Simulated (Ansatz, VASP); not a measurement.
**One calculation of CaO, two programs**

The input INCAR:

```
ALGO = Fast ; EDIFF = 1E-7
ENCUT = 520 ; GGA = PE
ISIF = 2 ; ISMEAR = 0
LASPH = True ; LCHARG = True
LELF = True ; LREAL = False
LVHAR = True ; LWAVE = False
NBANDS = 15 ; NELM = 80
PREC = Accurate ; SIGMA = 0.01
```

The input KPOINTS:

```
k-points
0
Gamma
  6 6 6
```

POSCAR

```
CaO
1.0
    2.9032089648      0.0000000000      0.0000000000
    0.0000000000      2.9032089648      0.0000000000
    0.0000000000      0.0000000000      2.9032089648
Ca O
1 1
Direct
    0.0000000000      0.0000000000      0.0000000000
    0.5000000000      0.5000000000      0.5000000000
```

Input for Ansatz:

```yaml
crystal:
  lattice:
    - [2.9032089648, 0.0, 0.0]
    - [0.0, 2.9032089648, 0.0]
    - [0.0, 0.0, 2.9032089648]
  atoms:
    - { symbol: Ca, position: [0.0, 0.0, 0.0] }
    - { symbol: O, position: [0.5, 0.5, 0.5] }
kpoints:
  mp_grid: { grid: [6, 6, 6] }
hamiltonian:
  xc: pbe
scf:
  occupations: { method: fixed }
  n_extra_bands: 4
output:
  forces: true
  stress: true
  eigenvalues: true
```

The cell was built by a generator and needn't be a form met in nature.

Alike in both runs: task single point; functional PBE; k mesh 6 × 6 × 6; no spin polarisation.

|  | VASP | Ansatz |
| --- | --- | --- |
| version | VASP 6.6.1 | Ansatz 0.2.0 |
| potentials or method | VASP PAW PBE potentials, release 64 (Ca_sv, O) | plane waves, PAW |
| plane-wave cutoff (eV) | 520 | 420 |
| occupations | gaussian, width 0.01 eV | fixed |
| valence electrons in the cell | 16 | 16 |

|  | VASP | Ansatz | Ansatz less VASP |
| --- | --- | --- | --- |
| gap on the k mesh at the Fermi level (eV) | 2.76 | 2.77 | +0.015 |
| pressure (GPa) | 4.3 | 3.6 | -0.68 |

A k mesh can miss the band edges. A hybrid or GW would open this gap; PBE tends to underestimate it.
